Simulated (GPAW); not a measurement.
Here is a GPAW 26.7.0 calculation.

The input run.py:

```python
from ase import Atoms
from ase.dft.bandgap import bandgap
from ase.io import write
from ase.units import GPa
from gpaw import GPAW, PW

atoms = Atoms(['Ni', 'O'],
              cell=[[0.0, 2.0859016414, 2.0859016414],
                    [2.0859016414, 0.0, 2.0859016414],
                    [2.0859016414, 2.0859016414, 0.0]],
              scaled_positions=[[0.0, 0.0, 0.0],
                                [0.5, 0.5, 0.5]],
              pbc=True)
atoms.set_initial_magnetic_moments([1.0, 0.0])

calc = GPAW(mode=PW(800),
            xc='PBE',
            kpts={'size': (11, 11, 11), 'gamma': True},
            occupations={'name': 'methfessel-paxton', 'order': 0, 'width': 0.023},
            nbands=22,
            convergence={'density': 1e-05, 'energy': 1e-05},
            maxiter=150,
            txt='gpaw.txt')
atoms.calc = calc
energy = atoms.get_potential_energy()
forces = atoms.get_forces()
stress = atoms.get_stress()
calc.write('gs.gpw')
write('result.traj', atoms)
print(f'Energy: {energy:.6f} eV')
print('Forces (eV/A):')
print(forces.round(4))
print('Stress (GPa):', (stress / GPa).round(3))
print('Moments:', calc.get_magnetic_moments().round(3))
print('Fermi level:', round(calc.get_fermi_level(), 4), 'eV')
print(f'Gap: {bandgap(calc)[0]:.4f} eV, direct: {bandgap(calc, direct=True)[0]:.4f} eV')
```

Potentials or basis: GPAW PAW data sets (gpaw-data 1.2.1), pw.

Command:

```sh
$ OMP_NUM_THREADS=1 python run.py
```

(1) Estimate the pressure.

(2) Predict the band gap on the k mesh.

(3) Predict the net moment.

(4) Predict the site moments.

Results:

(1) 10.2 GPa.

(2) none (metal or under the smearing width).

(3) 1.78 μB per cell.

(4) Ni +1.48; O +0.21 μB.

Caveat: the stock nickel data set gives pressures a few GPa off other programs; a cell with one magnetic atom can't hold antiferromagnetic order, which such compounds often take; semilocal functionals often make such compounds metallic where correlation or magnetic order opens a gap, which also shifts bond lengths.

The gap isn't set beside the measured one, since this odd mesh misses points on the zone boundary.
